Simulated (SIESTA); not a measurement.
Crystal: Ti.

```
Ti
1.0
     2.95000    0.00000    0.00000
    -1.47500    2.55477    0.00000
     0.00000    0.00000    4.68000
Ti
2
Direct
  0.66667 0.33333 0.75000
  0.33333 0.66667 0.25000
```

Base run:

* Program: SIESTA 5.4.2
* Functional: PBE
* Potentials or basis: PseudoDojo 0.4 standard (PBE files)
* Basis: DZP (energy shift 0.003 Ry; two zetas on semicore shells)
* Grid cutoff: 800 Ry
* Energy shift: 0.003 Ry
* k mesh: 10 × 10 × 6
* Occupations: fermi-dirac, width 0.05 eV
* Spin: no spin polarisation

Its results: band gap on the k mesh none (metal or under the smearing width); pressure -1.3 GPa.

Q: The run is repeated on the same cell with these changes: functional from PBE to PBEsol; potentials or basis from PseudoDojo 0.4 standard (PBE files) to PseudoDojo 0.4 standard (PBEsol files). What comes out?

A: Band gap on the k mesh none (metal or under the smearing width); pressure -5.5 GPa.

Caveats: the basis of atomic orbitals isn't converged, which shifts pressures, moduli and gaps.
